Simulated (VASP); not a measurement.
A run of VASP 6.6.1 is set up as follows.

The input INCAR:

```
PREC = Accurate
ENCUT = 600
EDIFF = 1E-7
ISMEAR = 0
SIGMA = 0.03
LREAL = False
LASPH = True
NELM = 80
ALGO = Normal
ISIF = 2
LWAVE = False
LCHARG = False
GGA = PS
IBRION = 2
NSW = 40
EDIFFG = -0.01
```

The input KPOINTS:

```
regular mesh
0
Gamma
  12 12 12
```

POSCAR

```
MgO                                     
1.0
    0.0000000000      2.0898025430      2.0898025430
    2.0898025430      0.0000000000      2.0898025430
    2.0898025430      2.0898025430      0.0000000000
  Mg              O             
     1     1
Direct
     0.0000000000000000    0.0000000000000000    0.0000000000000000
     0.5000000000000000    0.5000000000000000    0.5000000000000000
```

Potentials or basis: VASP PAW PBE potentials, release 64 (Mg, O).

Launch:

```console
$ cat potpaw_PBE.64/Mg/POTCAR potpaw_PBE.64/O/POTCAR > POTCAR
$ mpirun -np 1 vasp_std > vasp.out
```

Q: Estimate the band gap on the k mesh.

A: 4.86 eV, direct.

Final structure:
```yaml
crystal:
  lattice:
    - [0.00000, 2.08980, 2.08980]
    - [2.08980, 0.00000, 2.08980]
    - [2.08980, 2.08980, 0.00000]
  atoms:
    - { symbol: Mg, position: [0.00000, 0.00000, 0.00000] }
    - { symbol: O, position: [0.50000, 0.50000, 0.50000] }
```

Caveat: the relaxation stopped at its first step, so nothing moved. A k mesh can miss the band edges.
